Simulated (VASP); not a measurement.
# MnS (Fm-3m) in VASP: a series of runs

Runs on MnS. Level: PBE+U. Tasks: relaxation of cell and atoms.

All numbers are computed with VASP 6.6.1; they aren't measurements. Logs are shortened: lines on timing, memory, paths and dates and some standing lists are left out, and cuts for length are marked.

### Step 1. The structure

Symmetry: Fm-3m, No. 225, cubic system. The conventional cell has a = 5.209 Å, b = 5.209 Å, c = 5.209 Å, α = 90.00°, β = 90.00°, γ = 90.00°. Mn (site symmetry m-3m) is surrounded by 6 S at 2.60 Å. Around S (site symmetry m-3m) lie 6 Mn at 2.60 Å.

### Step 2. Relaxation of cell and atoms, PBE+U, collinear spin, ferromagnetic start, target pressure 20 GPa, at which the enthalpy is minimised

Contents of INCAR:

```
  PREC = Accurate
  ENCUT = 520
  EDIFF = 1E-7
  ISMEAR = 0
  SIGMA = 0.1
  LREAL = False
  LASPH = True
  NELM = 150
  ALGO = Normal
  ISIF = 3
  LWAVE = False
  LCHARG = False
  ISPIN = 2
  MAGMOM = 5 0
  LORBIT = 11
  LMAXMIX = 4
  LDAU = True
  LDAUTYPE = 2
  LDAUL = 2 -1
  LDAUU = 1.9 0
  LDAUJ = 0 0
  LDAUPRINT = 1
  GGA = PE
  IBRION = 2
  NSW = 80
  EDIFFG = -0.002
  PSTRESS = 200.0
```

Contents of KPOINTS:

```
Automatic mesh
0
Gamma
  14 14 14
```

Contents of POSCAR:

```
MnS
1.0
    0.0000000000      2.6045000000      2.6045000000
    2.6045000000      0.0000000000      2.6045000000
    2.6045000000      2.6045000000      0.0000000000
Mn S
1 1
Direct
    0.0000000000      0.0000000000      0.0000000000
    0.5000000000      0.5000000000      0.5000000000
```

Potentials or basis: VASP PAW PBE potentials, release 64 (Mn_pv, S).

Command:

```console
$ cat potpaw_PBE.64/Mn_pv/POTCAR potpaw_PBE.64/S/POTCAR > POTCAR
$ mpirun -np 1 vasp_std > vasp.out
```

OUTCAR:

```text
PREC = Accurate
   ENCUT = 520
   EDIFF = 1E-7
   ISMEAR = 0
   LREAL = False
   LASPH = True
   NELM = 150
   ISIF = 3
   ISPIN = 2
   LORBIT = 11
   GGA = PE
   IBRION = 2
   NSW = 80
   EDIFFG = -0.002
   PSTRESS = 200.0

 ion  position               nearest neighbor table
   1  0.000  0.000  0.000-   2 2.60   2 2.60   2 2.60   2 2.60   2 2.60   2 2.60
   2  0.500  0.500  0.500-   1 2.60   1 2.60   1 2.60   1 2.60   1 2.60   1 2.60

  LATTYP: Found a face centered cubic cell.
 ALAT       =     5.2090000000

  Lattice vectors:

 A1 = (   0.0000000000,   2.6045000000,   2.6045000000)
 A2 = (   2.6045000000,   0.0000000000,   2.6045000000)
 A3 = (   2.6045000000,   2.6045000000,   0.0000000000)

Analysis of symmetry for initial positions (statically):
=====================================================================
 Subroutine PRICEL returns:
 Original cell was already a primitive cell.

 Routine SETGRP: Setting up the symmetry group for a
 face centered cubic supercell.

 Subroutine GETGRP returns: Found 48 space group operations
 (whereof 48 operations were pure point group operations)
 out of a pool of 48 trial point group operations.

The static configuration has the point symmetry O_h .

Analysis of symmetry for dynamics (positions and initial velocities):
=====================================================================
 Subroutine PRICEL returns:
 Original cell was already a primitive cell.

 Routine SETGRP: Setting up the symmetry group for a
 face centered cubic supercell.

 Subroutine GETGRP returns: Found 48 space group operations
 (whereof 48 operations were pure point group operations)
 out of a pool of 48 trial point group operations.

The dynamic configuration has the point symmetry O_h .

Analysis of structural, dynamic, and magnetic symmetry:
=====================================================================
 Subroutine PRICEL returns:
 Original cell was already a primitive cell.

 Routine SETGRP: Setting up the symmetry group for a
 face centered cubic supercell.

 Subroutine GETGRP returns: Found 48 space group operations
 (whereof 48 operations were pure point group operations)
 out of a pool of 48 trial point group operations.

The overall configuration has the point symmetry O_h .

 Subroutine INISYM returns: Found 48 space group operations
 (whereof 48 operations are pure point group operations),
 and found     1 'primitive' translations

----------------------------------------------------------------------------------------

                                     Primitive cell

  volume of cell :      35.3348

  direct lattice vectors                    reciprocal lattice vectors
     0.000000000  2.604500000  2.604500000    -0.191975427  0.191975427  0.191975427
     2.604500000  0.000000000  2.604500000     0.191975427 -0.191975427  0.191975427
     2.604500000  2.604500000  0.000000000     0.191975427  0.191975427 -0.191975427

  length of vectors
     3.683319223  3.683319223  3.683319223     0.332511194  0.332511194  0.332511194

  position of ions in fractional coordinates (direct lattice)
     0.000000000  0.000000000  0.000000000
     0.500000000  0.500000000  0.500000000

  ion indices of the primitive-cell ions
   primitive index   ion index
                 1           1
                 2           2

----------------------------------------------------------------------------------------

 KPOINTS: Automatic mesh

Automatic generation of k-mesh.
 Grid dimensions read from file:
 generate k-points for:   14   14   14

 Generating k-lattice:

  Cartesian coordinates                     Fractional coordinates (reciprocal lattice)
[... 73 lines left out ...]
   EMIN   =  10.00;   EMAX   =-10.00  energy-range for DOS
   EFERMI =   0.00;   METHOD = LEGACY
   ISMEAR =     0;   SIGMA  =   0.10  broadening in eV -4-tet -1-fermi 0-gaus
   EFERMI_NEDOS =   21; number of points for ismear=-14 and -15
   IALGO  =     38    algorithm
   IMIX   =      4    mixing-type and parameters
     AMIX     =   0.40;   BMIX     =  1.00
     AMIX_MAG =   1.60;   BMIX_MAG =  1.00
  volume/ion in A,a.u.               =      17.67       119.23
  Fermi-wavevector in a.u.,A,eV,Ry     =   1.331246  2.515690 24.112464  1.772216
  Thomas-Fermi vector in A             =   2.460272
   LORBIT       =     11    0 simple, 1 ext, 2 COOP (PROOUT), +10 PAW based schemes
 LDA+U is selected, type is set to LDAUTYPE =  2
   angular momentum for each species LDAUL =     2   -1
   U (eV)           for each species LDAUU =   1.9  0.0
   J (eV)           for each species LDAUJ =   0.0  0.0
   GGA     = PE    functional components
   LHFCALC =     F    Hartree Fock is set to
   AEXX    =    0.0000 exact exchange contribution
   IVDW    =     0    specifies the selected vdW correction
   LEPSILON=     F    determine dielectric tensor
   LRPA    =     F    only Hartree local field effects (RPA)
 conjugate gradient relaxation of ions
 spin polarized calculation
 Gauss-broadening in eV      SIGMA  =   0.10
  energy-cutoff  :      520.00
  volume of cell :       35.33
 maximum number of plane-waves:       967
   NGX = 13   NGY = 13   NGZ = 13

--------------------------------------- Ionic step        1  -------------------------------------------

 number of electron      18.9999989 magnetization       4.9708247

 Free energy of the ion-electron system (eV)
  ---------------------------------------------------
  ext. energy  EPLUGINS =         0.00000000
  ---------------------------------------------------
  free energy    TOTEN  =       -13.46442284 eV

  energy without entropy =      -13.46276805  energy(sigma->0) =      -13.46359544

------------------------ aborting loop because EDIFF is reached ----------------------------------------

  FORCE on cell =-STRESS in cart. coord.  units (eV):
  Direction    XX          YY          ZZ          XY          YZ          ZX
  --------------------------------------------------------------------------------------
  -------------------------------------------------------------------------------------
  Total        0.4696658      0.4696658      0.4696658     -0.0000000      0.0000000     -0.0000000
  in kB       21.2959234     21.2959234     21.2959234     -0.0000000      0.0000000     -0.0000000
  external PRESSURE =    -178.7040766 kB  Pullay stress =     200.0000000 kB
[... 25 lines left out ...]
--------------------------------------- Ionic step        2  -------------------------------------------

 number of electron      18.9999990 magnetization       4.2283122

 E-fermi :  10.5536     XC(G=0): -12.1877

 val. band max:       10.5501948387   @ k =   0.4286   0.2143   0.0714
 cond. band min:      10.5554594970   @ k =  -0.3571   0.0714   0.0000
 fundamental gap:      0.0052646583
 Fermi energy:        10.5536353619

 spin component 1

 k-point     1 :       0.0000    0.0000    0.0000
  band No.  band energies     occupation
      1     -40.1319      1.00000
      2     -40.1319      1.00000
      3     -40.1319      1.00000
      4      -6.3929      1.00000
      5       5.9338      1.00000
      6       5.9338      1.00000
[... 1092 lines left out ...]
  energy  without entropy=      -13.0629631855  energy(sigma->0) =      -13.06509404

  enthalpy is  TOTEN    =        -9.4307068057 eV   P V=        3.6365180948

atom =   1  type =  1  l = 2

 onsite density matrix

spin component  1

  0.9186  0.0000 -0.0000 -0.0000 -0.0000
  0.0000  0.9186  0.0000 -0.0000  0.0000
 -0.0000  0.0000  0.9053  0.0000 -0.0000
 -0.0000 -0.0000  0.0000  0.9186  0.0000
 -0.0000  0.0000 -0.0000  0.0000  0.9053

spin component  2

  0.0704  0.0000  0.0000  0.0000  0.0000
  0.0000  0.0704 -0.0000 -0.0000 -0.0000
  0.0000 -0.0000  0.1253 -0.0000  0.0000
  0.0000 -0.0000 -0.0000  0.0704 -0.0000
  0.0000 -0.0000  0.0000 -0.0000  0.1253

 occupancies and eigenvectors

  o =  0.0704  v =  0.0000  0.0000  0.0000  0.0000  0.0000  1.0000 -0.0008 -0.0000 -0.0013 -0.0000      0.0000  0.0000  0.0000  0.0000  0.0000  0.0000  0.0000  0.0000  0.0000  0.0000
  o =  0.0704  v =  0.0000  0.0000  0.0000  0.0000  0.0000  0.0013  0.0283  0.0000  0.9996  0.0000      0.0000  0.0000  0.0000  0.0000  0.0000  0.0000  0.0000  0.0000  0.0000  0.0000
  o =  0.0704  v =  0.0000  0.0000  0.0000  0.0000  0.0000 -0.0008 -0.9996 -0.0000  0.0283 -0.0000      0.0000  0.0000  0.0000  0.0000  0.0000  0.0000  0.0000  0.0000  0.0000  0.0000
  o =  0.1253  v =  0.0000  0.0000  0.0000  0.0000  0.0000  0.0000 -0.0000  1.0000 -0.0000 -0.0038      0.0000  0.0000  0.0000  0.0000  0.0000  0.0000  0.0000  0.0000  0.0000  0.0000
  o =  0.1253  v =  0.0000  0.0000  0.0000  0.0000  0.0000 -0.0000  0.0000 -0.0038  0.0000 -1.0000      0.0000  0.0000  0.0000  0.0000  0.0000  0.0000  0.0000  0.0000  0.0000  0.0000
  o =  0.9053  v =  0.0000 -0.0000 -0.9966 -0.0000  0.0823  0.0000  0.0000  0.0000  0.0000  0.0000      0.0000  0.0000  0.0000  0.0000  0.0000  0.0000  0.0000  0.0000  0.0000  0.0000
  o =  0.9053  v =  0.0000  0.0000  0.0823 -0.0000  0.9966  0.0000  0.0000  0.0000  0.0000  0.0000      0.0000  0.0000  0.0000  0.0000  0.0000  0.0000  0.0000  0.0000  0.0000  0.0000
  o =  0.9186  v =  1.0000  0.0000  0.0000  0.0000  0.0000  0.0000  0.0000  0.0000  0.0000  0.0000      0.0000  0.0000  0.0000  0.0000  0.0000  0.0000  0.0000  0.0000  0.0000  0.0000
  o =  0.9186  v =  0.0000 -0.7626  0.0000 -0.6469 -0.0000  0.0000  0.0000  0.0000  0.0000  0.0000      0.0000  0.0000  0.0000  0.0000  0.0000  0.0000  0.0000  0.0000  0.0000  0.0000
  o =  0.9186  v =  0.0000 -0.6469 -0.0000  0.7626  0.0000  0.0000  0.0000  0.0000  0.0000  0.0000      0.0000  0.0000  0.0000  0.0000  0.0000  0.0000  0.0000  0.0000  0.0000  0.0000

--------------------------------------- Ionic step        7  -------------------------------------------

 number of electron      19.0000001 magnetization       4.5609595

 Free energy of the ion-electron system (eV)
  ---------------------------------------------------
  ext. energy  EPLUGINS =         0.00000000
  ---------------------------------------------------
  free energy    TOTEN  =       -13.06370721 eV

  energy without entropy =      -13.05943059  energy(sigma->0) =      -13.06156890

 E-fermi :   9.1789     XC(G=0): -11.6157

 val. band max:        9.1690099766   @ k =  -0.3571   0.4286   0.0714
 cond. band min:       9.2112852562   @ k =  -0.2143   0.2857   0.0714
 fundamental gap:      0.0422752797
 Fermi energy:         9.1789410822

 spin component 1

 k-point     1 :       0.0000    0.0000    0.0000
  band No.  band energies     occupation
      1     -41.6694      1.00000
      2     -41.6694      1.00000
      3     -41.6694      1.00000
      4      -6.9477      1.00000
      5       4.6309      1.00000
      6       4.6309      1.00000
[... 940 lines left out ...]
  energy  without entropy=      -13.0594305898  energy(sigma->0) =      -13.06156890

  enthalpy is  TOTEN    =        -9.4307162563 eV   P V=        3.6329909531

 reached required accuracy - stopping structural energy minimisation

 total charge

# of ion       s       p       d       tot
------------------------------------------
    1        0.257   6.242   5.005  11.504
    2        1.328   2.489   0.000   3.817
--------------------------------------------------
tot          1.585   8.730   5.005  15.320

 magnetization (x)

# of ion       s       p       d       tot
------------------------------------------
    1        0.055   0.052   4.097   4.204
    2        0.028   0.059   0.000   0.087
--------------------------------------------------
tot          0.083   0.111   4.097   4.291
```

It took 9 min on 1 thread of Intel Xeon Platinum 8259CL at 2.50GHz (Skylake/Cascade Lake), shared host; peak memory 0.25 GiB.

Results:

| Quantity | Value |
| --- | --- |
| Free energy | -13.0637 eV |
| Relaxed volume | 14.55 Å³/atom |
| Relaxed cell | a = 3.453 Å, b = 3.453 Å, c = 3.453 Å, α = 60.00°, β = 60.00°, γ = 60.00° |
| Space group after relaxing (to 0.05 Å) | Fm-3m (No. 225) |
| Energy change on relaxing (the enthalpy is what falls) | +200.4 meV/atom |
| Ionic steps | 7 |
| Pressure after relaxing | 20.0 GPa |
| Band gap on the k mesh | none (metal or under the smearing width) |
| Net moment | 4.56 μB per cell |
| Site moments | Mn +4.20; S +0.09 μB |
| Valence electrons inside the program's atomic spheres | Mn 11.50; S 3.82 |

Step by step:
```tsv
step	energy change (eV)	largest force (eV/Å)	pressure (GPa)	volume (Å³)
1	0.0000	0.0000	2.13	35.33
2	0.8961	0.0000	34.88	26.19
3	0.3822	0.0000	19.45	29.25
4	0.3976	0.0000	19.91	29.13
5	0.4122	0.0000	20.34	29.01
6	0.3972	0.0000	19.90	29.13
7	0.4007	0.0000	20.00	29.10
```

Final structure:
```
CELL_PARAMETERS angstrom
0.00000 2.44140 2.44140
2.44140 0.00000 2.44140
2.44140 2.44140 0.00000
ATOMIC_POSITIONS crystal
Mn 0.00000 0.00000 0.00000
S 0.50000 0.50000 0.50000
```

Eigenvalues of the final occupation matrices:
```tsv
site	spin	trace	eigenvalues
site 1 d	1	4.57	0.91 0.91 0.92 0.92 0.92
site 1 d	2	0.46	0.07 0.07 0.07 0.13 0.13
```

Caveat: the cell is relaxed towards a set pressure, so the enthalpy falls and the energy may rise; the volume moved by over 15 % at a fixed basis, so the end points are rough; a cell with one magnetic atom can't hold antiferromagnetic order, which such compounds often take. The state reached can hang on the start; a lower one may exist.

(Continued in part 2 of 2.)
